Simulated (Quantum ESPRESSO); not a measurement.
# SrO in Quantum ESPRESSO: the effect of functional

Crystal: SrO.

```
Sr O
1.0
     0.00000    2.56630    2.56630
     2.56630    0.00000    2.56630
     2.56630    2.56630    0.00000
Sr O
1 1
Direct
  0.50000 0.50000 0.50000
  0.00000 0.00000 0.00000
```

Alike in all runs:

```yaml
Program: Quantum ESPRESSO 7.5
Task: dielectric tensor
Cutoff: 612 eV
Density_cutoff: 4898 eV
k_mesh: 6 × 6 × 6, shifted
Occupations: fermi-dirac, width 0.05 eV
Spin: no spin polarisation
```

```tsv
functional	potentials or basis	pressure (GPa)	dielectric constant (mean)
LDA	GBRV 1.5 LDA	?	?
PBEsol	GBRV 1.5 PBEsol	-0.5	3.86
WC	GBRV 1.5 PBE	-0.3	3.86
BLYP	GBRV 1.5 PBE	6.4	3.68
AM05	GBRV 1.5 PBE	0.7	3.84
```

Question: What does the run with functional LDA give?

Answer: Pressure -3.8 GPa; dielectric constant 3.85 mean.

Caveats: the potentials were made for another functional, which shifts forces and pressure (some runs); the cell is more than 3 GPa from zero pressure, which shifts response properties (some runs).

Runs at the PBE level aren't shown here.
